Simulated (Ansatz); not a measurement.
SrO:

```
CELL_PARAMETERS angstrom
0.00000 2.56630 2.56630
2.56630 0.00000 2.56630
2.56630 2.56630 0.00000
ATOMIC_POSITIONS crystal
Sr 0.50000 0.50000 0.50000
O 0.00000 0.00000 0.00000
```

Base run:

```yaml
Program: Ansatz 0.2.0
Functional: PBE
Potentials_or_basis: Ansatz PAW
Cutoff: "420 eV (not typed: the program's choice for these potentials)"
k_mesh: 9 × 9 × 9
Occupations: fermi-dirac, width 0.05 eV
Spin: no spin polarisation
```

Its results: band gap on the k mesh 3.37 eV, indirect (least direct gap 3.45 eV); pressure 3.3 GPa.

Problem. The run is repeated on the same cell with these changes: functional from PBE to rPW86-PBE. What comes out?

Solution. Band gap on the k mesh 3.40 eV, indirect (least direct gap 3.48 eV); pressure 5.9 GPa.

Caveats: the k mesh misses the band edges, so the gap on the mesh is wider than the one along the path; the PAW data sets come from PBE, with cores solved anew for the run's functional, which leaves a small shift of forces and pressure (some runs).
